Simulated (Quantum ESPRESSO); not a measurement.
# NiO (F-43m) in Quantum ESPRESSO: Hubbard U by linear response with PBEsol+U

Aim: the Hubbard U by linear response of NiO with PBEsol+U.

All numbers are computed with Quantum ESPRESSO 7.5; they aren't measurements. Logs are shortened: lines on timing, memory, paths and dates and some standing lists are left out, and cuts for length are marked.

## Step 1: The crystal as given

Symmetry: F-43m, No. 216, cubic system. Conventional cell: a = 4.481 Å, b = 4.481 Å, c = 4.481 Å, α = 90.00°, β = 90.00°, γ = 90.00°. Ni (site symmetry -43m) is surrounded by 4 O at 1.94 Å. Around O (site symmetry -43m) lie 4 Ni at 1.94 Å.

The cell was built by a generator and needn't be a form met in nature.

## Step 2: Hubbard U by linear response, PBEsol+U, collinear spin, ferromagnetic start

Input file pw.in:

```
&CONTROL
  calculation = 'scf'
  prefix = 'pwscf'
  outdir = './tmp'
  pseudo_dir = './pseudo'
  tprnfor = .true.
  tstress = .true.
  disk_io = 'low'
/
&SYSTEM
  ibrav = 0
  nat = 2
  ntyp = 2
  ecutwfc = 45
  ecutrho = 360
  nbnd = 22
  occupations = 'smearing'
  smearing = 'fd'
  degauss = 0.00367493
  nspin = 2
  starting_magnetization(1) = 0.0556
  starting_magnetization(2) = 0
/
&ELECTRONS
  conv_thr = 4d-10
  electron_maxstep = 120
  mixing_beta = 0.3
/
ATOMIC_SPECIES
Ni    58.6934 ni_pbesol_v1.4.uspp.F.UPF
O     15.9990 o_pbesol_v1.2.uspp.F.UPF
CELL_PARAMETERS bohr
   0.0000000000    4.2341770466    4.2341770466
   4.2341770466    0.0000000000    4.2341770466
   4.2341770466    4.2341770466    0.0000000000
ATOMIC_POSITIONS bohr
Ni     0.0000000000    0.0000000000    0.0000000000
O      6.3512655699    6.3512655699    6.3512655699
K_POINTS automatic
4 4 4 0 0 0
HUBBARD {ortho-atomic}
U Ni-3d 6.0
```

Input file scf2.in:

```
&CONTROL
  calculation = 'scf'
  prefix = 'pwscf'
  outdir = './tmp'
  pseudo_dir = './pseudo'
  tprnfor = .true.
  tstress = .true.
  disk_io = 'low'
/
&SYSTEM
  ibrav = 0
  nat = 2
  ntyp = 2
  ecutwfc = 45
  ecutrho = 360
  nbnd = 22
  occupations = 'smearing'
  smearing = 'fd'
  degauss = 0.00367493
  nspin = 2
  starting_magnetization(1) = 0.0556
  starting_magnetization(2) = 0
  nosym = .true.
/
&ELECTRONS
  conv_thr = 1d-13
  electron_maxstep = 120
  mixing_beta = 0.3
/
ATOMIC_SPECIES
Ni    58.6934 ni_pbesol_v1.4.uspp.F.UPF
O     15.9990 o_pbesol_v1.2.uspp.F.UPF
CELL_PARAMETERS bohr
   0.0000000000    4.2341770466    4.2341770466
   4.2341770466    0.0000000000    4.2341770466
   4.2341770466    4.2341770466    0.0000000000
ATOMIC_POSITIONS bohr
Ni     0.0000000000    0.0000000000    0.0000000000
O      6.3512655699    6.3512655699    6.3512655699
K_POINTS automatic
4 4 4 0 0 0
HUBBARD {ortho-atomic}
U Ni-3d 6.0
V Ni-3d O-2p 1 2 1.0d-8
```

Input file hp.in:

```
&INPUTHP
  prefix = 'pwscf'
  outdir = './tmp'
  nq1 = 2
  nq2 = 2
  nq3 = 2
  conv_thr_chi = 1d-06
  niter_max = 80
  iverbosity = 1
  alpha_mix(1) = 0.15
/
```

Potentials or basis: GBRV 1.5 PBEsol.

Run with:

```console
$ OMP_NUM_THREADS=1 pw.x -in pw.in > pw.out
$ OMP_NUM_THREADS=1 pw.x -in scf2.in > scf2.out
$ OMP_NUM_THREADS=1 hp.x -in hp.in > hp.out
```

pw.out:

```text
This program is part of the open-source Quantum ESPRESSO suite
     for quantum simulation of materials; please cite
[... 9 lines left out ...]
     --------------------
     sticks:   dense  smooth     PW     G-vecs:    dense   smooth      PW
     Sum         889     439    139                17477     6183    1067

     Using Slab Decomposition

     bravais-lattice index     =            0
     lattice parameter (alat)  =       5.9880  a.u.
     unit-cell volume          =     151.8228 (a.u.)^3
     number of atoms/cell      =            2
     number of atomic types    =            2
     number of electrons       =        24.00
     number of Kohn-Sham states=           22
     kinetic-energy cutoff     =      45.0000  Ry
     charge density cutoff     =     360.0000  Ry
     scf convergence threshold =      4.0E-10
     mixing beta               =       0.3000
     number of iterations used =            8  plain     mixing
     Exchange-correlation= SLA  PW   PSX  PSC
                           (   1   4  10   8   0   0   0)
     Hubbard projectors: ortho-atomic
     Hubbard parameters of DFT+U (Dudarev formulation) in eV:
     U(Ni-3d) =  6.0000

     Internal variables: lda_plus_u =T, lda_plus_u_kind = 0

     Internal variables: orbital_resolved =F, hub_pot_fix =F, apply_U = F

     celldm(1)=   5.988031  celldm(2)=   0.000000  celldm(3)=   0.000000
     celldm(4)=   0.000000  celldm(5)=   0.000000  celldm(6)=   0.000000

     crystal axes: (cart. coord. in units of alat)
               a(1) = (   0.000000   0.707107   0.707107 )
               a(2) = (   0.707107   0.000000   0.707107 )
               a(3) = (   0.707107   0.707107   0.000000 )

     reciprocal axes: (cart. coord. in units 2 pi/alat)
               b(1) = ( -0.707107  0.707107  0.707107 )
               b(2) = (  0.707107 -0.707107  0.707107 )
               b(3) = (  0.707107  0.707107 -0.707107 )

     PseudoPot. # 1 for Ni read from file:
     ni_pbesol_v1.4.uspp.F.UPF
     Pseudo is Ultrasoft + core correction, Zval = 18.0
     Generated by new atomic code, or converted to UPF format
     Using radial grid of  865 points,  6 beta functions with:
                l(1) =   0
                l(2) =   0
                l(3) =   1
                l(4) =   1
                l(5) =   2
                l(6) =   2
     Q(r) pseudized with 10 coefficients,  rinner =    0.980   0.980   0.980
                                                       0.980   0.980

     PseudoPot. # 2 for O  read from file:
     o_pbesol_v1.2.uspp.F.UPF
     Pseudo is Ultrasoft + core correction, Zval =  6.0
     Generated by new atomic code, or converted to UPF format
     Using radial grid of  737 points,  5 beta functions with:
                l(1) =   0
                l(2) =   0
                l(3) =   1
                l(4) =   1
                l(5) =   2
     Q(r) pseudized with  8 coefficients,  rinner =    0.900   0.900   0.900
                                                       0.900   0.900

     atomic species   valence    mass     pseudopotential
     Ni               18.00    58.69340     Ni( 1.00)
     O                 6.00    15.99900     O ( 1.00)

     Starting magnetic structure
     atomic species   magnetization
     Ni              0.056
     O               0.000

     24 Sym. Ops. (no inversion) found

   Cartesian axes

     site n.     atom                  positions (alat units)
         1        Ni     tau(   1) = (   0.0000000   0.0000000   0.0000000  )
         2        O      tau(   2) = (   1.0606602   1.0606602   1.0606602  )

     number of k points=     8  Fermi-Dirac smearing, width (Ry)=  0.0037
                       cart. coord. in units 2pi/alat
        k(    1) = (   0.0000000   0.0000000   0.0000000), wk =   0.0156250
        k(    2) = (   0.1767767   0.1767767  -0.1767767), wk =   0.1250000
        k(    3) = (  -0.3535534  -0.3535534   0.3535534), wk =   0.0625000
        k(    4) = (   0.3535534   0.0000000   0.0000000), wk =   0.0937500
        k(    5) = (  -0.1767767  -0.5303301   0.5303301), wk =   0.3750000
        k(    6) = (   0.0000000  -0.3535534   0.3535534), wk =   0.1875000
        k(    7) = (  -0.7071068   0.0000000   0.0000000), wk =   0.0468750
        k(    8) = (  -0.7071068   0.3535534   0.0000000), wk =   0.0937500

     Dense  grid:    17477 G-vectors     FFT dimensions: (  40,  40,  40)

     Smooth grid:     6183 G-vectors     FFT dimensions: (  25,  25,  25)

     Check: negative core charge=   -0.000005
     Generating pointlists ...
     new r_m :   0.2526 (alat units)  1.5126 (a.u.) for type    1
     new r_m :   0.2526 (alat units)  1.5126 (a.u.) for type    2

     Initial potential from superposition of free atoms

     starting charge      22.0000, renormalised to      24.0000

     STARTING HUBBARD OCCUPATIONS:

     =================== HUBBARD OCCUPATIONS ===================
     ------------------------ ATOM    1 ------------------------
     Tr[ns(  1)] (up, down, total) =   5.00000  3.00000  8.00000
     Atomic magnetic moment for atom   1 =   2.00000
     SPIN  1
     eigenvalues:
       1.000  1.000  1.000  1.000  1.000
     eigenvectors (columns):
       1.000  0.000  0.000  0.000  0.000
       0.000  1.000  0.000  0.000  0.000
       0.000  0.000  1.000  0.000  0.000
       0.000  0.000  0.000  1.000  0.000
       0.000  0.000  0.000  0.000  1.000
     occupation matrix ns (before diag.):
       1.000  0.000  0.000  0.000  0.000
       0.000  1.000  0.000  0.000  0.000
[... 6 lines left out ...]
     eigenvectors (columns):
       1.000  0.000  0.000  0.000  0.000
       0.000  1.000  0.000  0.000  0.000
       0.000  0.000  1.000  0.000  0.000
       0.000  0.000  0.000  1.000  0.000
       0.000  0.000  0.000  0.000  1.000
     occupation matrix ns (before diag.):
       0.600  0.000  0.000  0.000  0.000
       0.000  0.600  0.000  0.000  0.000
       0.000  0.000  0.600  0.000  0.000
       0.000  0.000  0.000  0.600  0.000
       0.000  0.000  0.000  0.000  0.600

     Number of occupied Hubbard levels =    8.0000

     Atomic wfc used for Hubbard projectors are orthogonalized

     Starting wfcs are   17 randomized atomic wfcs +    5 random wfcs

     Self-consistent Calculation

     iteration #  1     ecut=    45.00 Ry     beta= 0.30
     Davidson diagonalization with overlap
     ethr =  1.00E-02,  avg # of iterations =  5.9

     =================== HUBBARD OCCUPATIONS ===================
     ------------------------ ATOM    1 ------------------------
     Tr[ns(  1)] (up, down, total) =   2.21910  1.01505  3.23415
     Atomic magnetic moment for atom   1 =   1.20405
     SPIN  1
     eigenvalues:
       0.350  0.350  0.350  0.585  0.585
     eigenvectors (columns):
      -0.000 -0.000 -0.000  0.636 -0.772
      -0.363  0.572 -0.736 -0.000 -0.000
      -0.431  0.597  0.676 -0.000  0.000
       0.000  0.000  0.000 -0.772 -0.636
[... 151 lines left out ...]
     iteration # 14     ecut=    45.00 Ry     beta= 0.30
     Davidson diagonalization with overlap
     ethr =  3.54E-12,  avg # of iterations =  1.8

     Magnetic moment per site  (integrated on atomic sphere of radius R)
     atom   1 (R=0.253)  charge= 15.3060  magn=  1.6019
     atom   2 (R=0.253)  charge=  5.3253  magn=  0.3427

     End of self-consistent calculation

     =================== HUBBARD OCCUPATIONS ===================
     ------------------------ ATOM    1 ------------------------
     Tr[ns(  1)] (up, down, total) =   4.95936  3.33192  8.29128
     Atomic magnetic moment for atom   1 =   1.62744
     SPIN  1
     eigenvalues:
       0.989  0.989  0.989  0.996  0.996
     eigenvectors (columns):
      -0.000 -0.000 -0.000  0.665 -0.746
      -0.352  0.596 -0.722 -0.000 -0.000
      -0.423  0.587  0.691 -0.000 -0.000
       0.000  0.000  0.000 -0.746 -0.665
       0.835  0.549  0.045  0.000  0.000
     occupation matrix ns (before diag.):
       0.996 -0.000 -0.000  0.000  0.000
      -0.000  0.989 -0.000  0.000  0.000
[... 6 lines left out ...]
     eigenvectors (columns):
      -0.000 -0.000 -0.000  0.680 -0.733
      -0.338  0.620 -0.708 -0.000 -0.000
      -0.408  0.581  0.704 -0.000  0.000
       0.000  0.000  0.000 -0.733 -0.680
       0.848  0.527  0.057  0.000  0.000
     occupation matrix ns (before diag.):
       0.980 -0.000 -0.000  0.000  0.000
      -0.000  0.457 -0.000  0.000  0.000
      -0.000 -0.000  0.457  0.000  0.000
       0.000  0.000  0.000  0.980 -0.000
       0.000  0.000  0.000 -0.000  0.457

     Number of occupied Hubbard levels =    8.2913

 ------ SPIN UP ------------

          k = 0.0000 0.0000 0.0000 (   749 PWs)   bands (ev):

   -93.8669 -54.3828 -54.3828 -54.3828  -9.1333   2.8188   2.8188   2.8188
     5.1158   5.1158   9.6303   9.6303   9.6303  10.9684  24.6987  24.6987
    24.6987  31.0548  31.0548  31.0548  31.1446  33.3465

          k = 0.1768 0.1768-0.1768 (   784 PWs)   bands (ev):

   -93.8665 -54.3895 -54.3839 -54.3839  -8.8343   2.8237   3.0489   3.0489
     5.0782   5.0782   7.5075   9.2201   9.2201  13.4450  20.9615  24.7940
    24.7940  28.7185  29.8551  29.8551  36.6827  37.3186

          k =-0.3536-0.3536 0.3536 (   778 PWs)   bands (ev):
[... 13 lines left out ...]
   -93.8659 -54.3943 -54.3884 -54.3865  -8.4409   2.9646   3.6131   3.8383
     5.0575   5.2281   5.7828   7.7730   8.0346  16.5117  19.3946  21.6503
    24.5364  26.7978  34.1537  34.4335  35.6412  37.3823

          k = 0.0000-0.3536 0.3536 (   784 PWs)   bands (ev):

   -93.8660 -54.3926 -54.3886 -54.3850  -8.5350   3.1638   3.3671   3.3891
     4.9540   5.1731   6.4929   7.5177   8.8086  16.0765  20.0924  20.8525
    24.9508  29.7669  29.8522  34.5743  35.4722  37.2751

          k =-0.7071 0.0000 0.0000 (   774 PWs)   bands (ev):
[... 7 lines left out ...]
   -93.8657 -54.3931 -54.3911 -54.3881  -8.3446   3.0898   3.8911   4.2275
     4.8049   5.4899   6.0717   6.2346   7.6993  17.4658  20.4069  20.9573
    22.0814  29.1488  31.5041  35.1709  35.9286  39.9100

 ------ SPIN DOWN ----------

          k = 0.0000 0.0000 0.0000 (   749 PWs)   bands (ev):

   -91.6385 -52.2286 -52.2286 -52.2286  -8.5733   5.7749   5.7749   5.7749
     6.5591   6.5591  11.1751  12.7035  12.7035  12.7035  24.9639  24.9639
    24.9639  31.1972  31.2525  31.2525  31.2525  33.6523

          k = 0.1768 0.1768-0.1768 (   784 PWs)   bands (ev):

   -91.6379 -52.2363 -52.2298 -52.2298  -8.2074   4.7539   5.5817   5.5817
     6.9462   6.9462  11.2808  12.2650  12.2650  13.8368  21.2257  25.1044
    25.1044  28.8636  30.0987  30.0987  36.9379  37.6273

          k =-0.3536-0.3536 0.3536 (   778 PWs)   bands (ev):
[... 13 lines left out ...]
   -91.6372 -52.2417 -52.2350 -52.2328  -7.7095   4.0072   5.4861   5.6994
     7.3164   7.5888   9.9499  11.0350  11.2776  17.0149  19.8599  22.0830
    24.8869  27.1101  34.4747  34.5375  35.9497  37.6031

          k = 0.0000-0.3536 0.3536 (   784 PWs)   bands (ev):

   -91.6374 -52.2398 -52.2352 -52.2311  -7.8330   4.4763   5.1592   5.4542
     7.3306   7.4376  10.3972  11.0721  11.7541  16.5896  20.3330  21.3275
    25.3210  30.1099  30.1126  34.7927  35.5964  37.4566

          k =-0.7071 0.0000 0.0000 (   774 PWs)   bands (ev):
[... 7 lines left out ...]
   -91.6370 -52.2403 -52.2380 -52.2346  -7.5887   4.1307   5.0067   6.2185
     7.2868   7.9103   9.2227  10.7540  10.8414  18.1714  21.0407  21.3080
    22.3380  29.5964  31.6811  35.4040  36.1223  40.2274

     the Fermi energy is    10.8801 ev

!    total energy              =    -375.05385662 Ry
     estimated scf accuracy    <          8.2E-12 Ry
     smearing contrib. (-TS)   =      -0.00087622 Ry
     internal energy E=F+TS    =    -375.05298039 Ry

     The total energy is F=E-TS. E is the sum of the following terms:
     one-electron contribution =    -257.65759363 Ry
     hartree contribution      =     140.12732233 Ry
     xc contribution           =     -42.34170336 Ry
     ewald contribution        =    -215.36280795 Ry
     Hubbard energy            =       0.18180222 Ry

     total magnetization       =     2.00 Bohr mag/cell
     absolute magnetization    =     2.07 Bohr mag/cell

     convergence has been achieved in  14 iterations

     Forces acting on atoms (cartesian axes, Ry/au):

     atom    1 type  1   force =     0.00000000    0.00000000    0.00000000
     atom    2 type  2   force =    -0.00000000   -0.00000000   -0.00000000

     Total force =     0.000000     Total SCF correction =     0.000000

     Computing stress (Cartesian axis) and pressure

          total   stress  (Ry/bohr**3)                   (kbar)     P=      -29.34
  -0.00019946  -0.00000000  -0.00000000          -29.34       -0.00       -0.00
  -0.00000000  -0.00019946  -0.00000000           -0.00      -29.34       -0.00
  -0.00000000  -0.00000000  -0.00019946           -0.00       -0.00      -29.34

=------------------------------------------------------------------------------=
   JOB DONE.
=------------------------------------------------------------------------------=
```

Wall time 23 min (1 thread of Intel Xeon Platinum 8259CL at 2.50GHz (Skylake/Cascade Lake), shared host); peak memory 0.14 GiB.

Results:

| Item | Value |
| --- | --- |
| Free energy | -5102.8677 eV |
| Pressure | -2.9 GPa |
| Band gap on the k mesh | none (metal or under the smearing width) |
| Net moment | 2.00 μB per cell |
| Absolute moment | 2.07 μB per cell |
| Site moments | Ni +1.60; O +0.34 μB |
| Valence electrons inside the program's atomic spheres | Ni 15.31; O 5.33 |
| Hubbard U from linear response | 7.64, 8.31 eV |

Levels at points of the mesh, in eV from the Fermi level:
Spin up:
```tsv
k point	band 10	band 11	band 12	band 13	band 14	band 15	band 16	band 17
(0.00, 0.00, 0.00)	-5.76	-1.25	-1.25	-1.25	0.09	13.82	13.82	13.82
(0.00, 0.00, -0.50)	-5.70	-5.63	-2.14	-2.14	5.44	6.96	13.31	13.31
(0.00, -0.50, -0.50)	-5.49	-4.14	-3.74	-3.74	4.83	9.64	10.62	14.15
```
Spin down:
| k point | band 7 | band 8 | band 9 | band 10 | band 11 | band 12 | band 13 | band 14 | band 15 | band 16 |
| --- | --- | --- | --- | --- | --- | --- | --- | --- | --- | --- |
| (0.00, 0.00, 0.00) | -5.11 | -5.11 | -4.32 | -4.32 | 0.29 | 1.82 | 1.82 | 1.82 | 14.08 | 14.08 |
| (0.00, 0.00, -0.50) | -5.52 | -5.52 | -3.40 | -3.40 | -0.68 | 0.84 | 0.84 | 5.72 | 7.45 | 13.64 |
| (0.00, -0.50, -0.50) | -4.57 | -4.57 | -4.01 | -2.98 | -1.58 | -0.03 | -0.03 | 5.50 | 10.26 | 10.91 |

Eigenvalues of the final occupation matrices:
| site | spin | trace | eigenvalues |
| --- | --- | --- | --- |
| Ni 1 3d | 1 | 4.96 | 0.99 0.99 0.99 1.00 1.00 |
| Ni 1 3d | 2 | 3.33 | 0.46 0.46 0.46 0.98 0.98 |

Hubbard U from linear response:
| site | manifold | U (eV) |
| --- | --- | --- |
| 1 | Ni-3d | 7.64 |
| 2 | O-2p | 8.31 |
On the first site the bare response is -1.041 and the screened one -0.111 eV⁻¹.

Inter-site Hubbard V, equal pairs joined:
```
 pair  distance (Å)  V (eV)  pairs listed
 Ni–O          1.94    0.50             4
Ni–Ni          3.17   -0.37             6
 Ni–O          3.72   -0.51             3
 O–Ni          1.94    0.50             4
  O–O          3.17   -0.26             6
 O–Ni          3.72   -0.51             3
```

Caveat: the k mesh is coarse (spacing up to 0.61 Å⁻¹), so the values aren't converged; a cell with one magnetic atom can't hold antiferromagnetic order, which such compounds often take.
